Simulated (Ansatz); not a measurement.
InSe: experiment and calculation

**What was measured.**

From “Indium selenide: an insight into electronic band structure and surface excitations”, 2017, pmc:5469805, for a bulk crystal of InSe: lattice constant a 4.005 ± 0.004 Å; lattice constant c 16.66 ± 0.004 Å.

How close the calculation comes is told below.

These are results of DFT r2SCAN, scalar-relativistic, plane waves, PAW in Ansatz 0.2.0, not measurements.

Settings: cutoff 500 eV, Γ-centred mesh 12×12×2 on the computed 8-atom cell, Gaussian smearing of 0.02 eV; no spin polarisation.

Relaxed structure, symmetry kept:

```cif
data_structure
_symmetry_space_group_name_H-M 'P6_3/mmc'
_symmetry_Int_Tables_number 194
_cell_length_a 4.0433
_cell_length_b 4.0433
_cell_length_c 17.4230
_cell_angle_alpha 90.000
_cell_angle_beta 90.000
_cell_angle_gamma 120.000
_cell_volume 246.67
loop_
_atom_site_label
_atom_site_type_symbol
_atom_site_symmetry_multiplicity
_atom_site_Wyckoff_symbol
_atom_site_fract_x
_atom_site_fract_y
_atom_site_fract_z
_atom_site_occupancy
In1 In 4 f 0.33333 0.66667 0.16972 1
Se1 Se 4 f 0.33333 0.66667 0.59750 1
```

```
Space group                                                                                                                                 : P6_3/mmc (No. 194)
Volume per atom                                                                                                                             : 208.1 bohr³
Formation energy from the elements' standard states (uncorrected)                                                                           : -0.682 eV/atom
Generalised Kohn–Sham band gap                                                                                                              : 0.95 eV, direct at Γ
Löwdin character of the top 1 eV of the valence band                                                                                        : Se 4p 68 %, In 5p 21 %, In 5s 8 %
Löwdin character of the lowest 1 eV of the conduction band                                                                                  : In 5p 32 %, Se 4p 29 %, In 5s 25 %, Se 4s 8 %, unprojected 4 %
Electron masses at the edge by Cartesian direction of the standard setting (m_e; degenerate bands sorted by energy; no spin-orbit coupling) : x: 0.15; y: 0.15; z: 0.11
Hole masses at the edge by Cartesian direction of the standard setting (m_e; degenerate bands sorted by energy; no spin-orbit coupling)     : x: 2.1; y: 2.1; z: 0.10
Bader charges (e)                                                                                                                           : In (4 in the cell) 0.77, Se (4 in the cell) -0.77
```

Each cell of InSe holds layers, and where no dispersion correction was added their binding is poorly described.

Against the measured lattice constant a of InSe, 4.005 Å (the paper above), the calculated 4.043 Å is off by +1.0 %. A measured lattice constant c of InSe is 16.66 Å (the paper above); the calculated 17.423 Å misses it by +4.6 %. The calculation is for 0 K without zero-point motion.

Cost: 8 runs of about 46 core-minutes in all, on Arm Neoverse V2 (shared hosts).